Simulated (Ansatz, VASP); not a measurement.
## Two plane-wave programs on Ge

```xyz
1
Lattice="-1.6738 1.6738 1.6738 1.6738 -1.6738 1.6738 1.6738 1.6738 -1.6738" Properties=species:S:1:pos:R:3 pbc="T T T"
Ge    0.0000    0.0000    0.0000
```

Alike in both runs: functional r2SCAN; k mesh 13 × 13 × 13; occupations fermi-dirac, width 0.1 eV; no spin polarisation.

Ansatz relaxed the structure, and its values are those at the end. VASP's run is a single point on that final structure, the one shown.

|  | VASP | Ansatz |
| --- | --- | --- |
| version | VASP 6.6.1 | Ansatz 0.2.0 |
| potentials or method | VASP PAW PBE potentials, release 64 (Ge_d) | plane waves (500 eV) with PAW, scalar-relativistic |
| plane-wave cutoff (eV) | 520 | 500 |
| valence electrons in the cell | 14 | 14 |

|  | VASP | Ansatz | Ansatz less VASP |
| --- | --- | --- | --- |
| pressure (GPa) | -0.2 | 0.0 | +0.16 |

Caveats: the PAW data sets were made with another functional, which shifts forces and pressure a little (VASP).
